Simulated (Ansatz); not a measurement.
Ge:

```
CELL_PARAMETERS angstrom
0.00000 2.82891 2.82891
2.82891 0.00000 2.82891
2.82891 2.82891 0.00000
ATOMIC_POSITIONS crystal
Ge 0.75000 0.75000 0.75000
Ge 0.50000 0.50000 0.50000
```

Base run:

| Property | Result |
| --- | --- |
| Program | Ansatz 0.2.0 |
| Functional | RPBE |
| Potentials or basis | Ansatz PAW |
| Cutoff | 420 eV (not typed: the program's choice for these potentials) |
| k mesh | 5 × 5 × 5 |
| Occupations | fermi-dirac, width 0.05 eV |
| Spin | no spin polarisation |

Its results: band gap on the k mesh 0.14 eV, direct; pressure 5.5 GPa.

**Question.** The run is repeated on the same cell with these changes: functional from RPBE to LDA. What comes out?

**Answer.** Band gap on the k mesh none (metal or under the smearing width); pressure -0.9 GPa.

LDA binds more tightly than RPBE, so the same cell stands under less pressure.

Caveats: some runs use coarse meshes; the PAW data sets come from PBE, with cores solved anew for the run's functional, which leaves a small shift of forces and pressure.
